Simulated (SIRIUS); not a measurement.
# AlNi in SIRIUS: convergence with radial points in a sphere

Crystal: AlNi.

```
CELL_PARAMETERS angstrom
2.88100 0.00000 0.00000
0.00000 2.88100 0.00000
0.00000 0.00000 2.88100
ATOMIC_POSITIONS crystal
Ni 0.50000 0.50000 0.50000
Al 0.00000 0.00000 0.00000
```

- Program: SIRIUS 7.12.0
- Task: convergence study
- Functional: PBEsol
- Potentials or basis: all-electron FP-LAPW
- Cutoff: 187 eV
- Basis: apw+lo standard
- k mesh: 9 × 9 × 9
- Occupations: fermi-dirac, width 0.05 eV
- Spin: collinear spin, ferromagnetic start
- Starting moments: [1.0, 0.0] μB

These are the settings of the first run; the series varies radial points in a sphere, with any setting tied to it.

Hardware: 1 thread of Arm Neoverse V2, on a shared host.

Problem. The values tried are 200, 300, 450, 700, 1000, 1500, loosest first. From which on does the energy stay within 1 meV/atom of the tightest run that finished?

Solution. From 450 on.

```tsv
radial points in a sphere	energy less the tightest run, at zero smearing (meV/atom)	SCF cycles	CPU time (s)	peak memory (GiB)
200	-4.27	9	31	0.37
300	-1.52	9	34	0.4
450	-0.37	9	38	0.45
700	-0.07	9	43	0.53
1000	-0.01	9	51	0.63
1500	0.00	9	62	0.79
```

The tightest run that finished is the yardstick and may itself not be fully converged.
